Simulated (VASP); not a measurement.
Input of a VASP 6.6.1 run:

POSCAR

```
Y
1.0
    3.5951100000      0.0000000000      0.0000000000
   -1.7975500000      3.1134500000      0.0000000000
    0.0000000000      0.0000000000      5.5790000000
Y
2
Direct
    0.3333300000      0.6666700000      0.2500000000
    0.6666700000      0.3333300000      0.7500000000
```

File INCAR.step1:

```
PREC     = Accurate       # precision mode
ENCUT    = 520            # plane-wave cutoff, eV
EDIFF    = 1E-5           # SCF threshold, eV
ISMEAR   = 0              # smearing method
SIGMA    = 0.1            # smearing width, eV
LREAL    = False          # projectors in reciprocal space
LASPH    = True           # aspherical terms in the spheres
NELM     = 60             # most SCF steps
ALGO     = Normal         # electronic algorithm
ISIF     = 2              # what is computed and relaxed
LWAVE    = True           # write WAVECAR
LCHARG   = False          # write CHGCAR
NBANDS   = 18             # bands
GGA      = PE             # functional
```

INCAR.step2

```
PREC     = Accurate       # precision mode
ENCUT    = 520            # plane-wave cutoff, eV
EDIFF    = 1E-6           # SCF threshold, eV
ISMEAR   = 0              # smearing method
SIGMA    = 0.1            # smearing width, eV
LREAL    = False          # projectors in reciprocal space
LASPH    = True           # aspherical terms in the spheres
NELM     = 60             # most SCF steps
ALGO     = Normal         # electronic algorithm
ISIF     = 2              # what is computed and relaxed
LWAVE    = False          # write WAVECAR
LCHARG   = False          # write CHGCAR
GGA      = PE             # functional
LHFCALC  = True           # exact exchange
HFSCREEN = 0.2            # screening, 1/A
PRECFOCK = Fast         
NBANDS   = 18             # bands
ISTART   = 1
```

The input KPOINTS:

```
regular mesh
0
Gamma
  6 6 4
```

Potentials or basis: VASP PAW PBE potentials, release 64 (Y_sv).

Command:

```sh
$ cat potpaw_PBE.64/Y_sv/POTCAR > POTCAR
$ cp INCAR.step1 INCAR
$ mpirun -np 1 vasp_std > vasp.out
$ cp INCAR.step2 INCAR
$ mpirun -np 1 vasp_std > vasp.out
```

Q: Estimate the pressure.

A: 3.5 GPa.

Q: Estimate the band gap on the k mesh.

A: None (metal or under the smearing width).

Stress tensor (GPa, compression positive):
```
3.94 0.00 0.00
0.00 3.94 0.00
0.00 0.00 2.52
```

Caveat: the PAW data sets were made with another functional, which shifts forces and pressure a little.
